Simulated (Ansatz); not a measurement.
# Ionic part of the dielectric constant of ZrO₂ at 16 GPa, mode by mode

Computed with Ansatz, DFT PBEsol, scalar-relativistic, plane waves, PAW. Cutoff 420 eV, 8×8×8 k-points (Γ-centred), fixed occupations. No spin polarisation. Phonons by linear response, acoustic sum rule imposed.

Symmetry: Fm-3m, No. 225, cubic system. The conventional cell has a = 4.971 Å, b = 4.971 Å, c = 4.971 Å, α = 90.00°, β = 90.00°, γ = 90.00°. Around Zr (site symmetry m-3m) lie 8 O at 2.15 Å. O (site symmetry -43m) has 4 Zr at 2.15 Å as nearest neighbours.

Other phases may be more stable at this pressure.

The primitive cell has V = 30.70 Å³ and ε∞,yy = 5.795. Each polar mode adds Δε = (4.92064×10⁷/V)·S/ν² along y, with S its oscillator strength in e²/amu, ν in cm⁻¹ and V in Å³.

Question: From these modes, find each Δε and ε0,yy.
```csv
ν (cm⁻¹),S_yy (e²/amu)
307.0,1.401
```

Answer:
```tsv
ν (cm⁻¹)	Δε
307.0	23.82
```

The sum is 23.823, so ε0,yy = 29.62; the run's tensor has 29.62.

Question: Where do the longitudinal modes lie for a wave vector along y?

Answer: At 694 cm⁻¹. The Lyddane–Sachs–Teller product Π(ν_LO/ν_TO)² = 5.11 matches ε0/ε∞ = 5.11.

This fluorite-type form isn't the usual stable structure of the compound at low pressure.

Cost: 1 run of about 0.12 core-minutes, on AMD EPYC 9R45 (Zen 5) (shared hosts).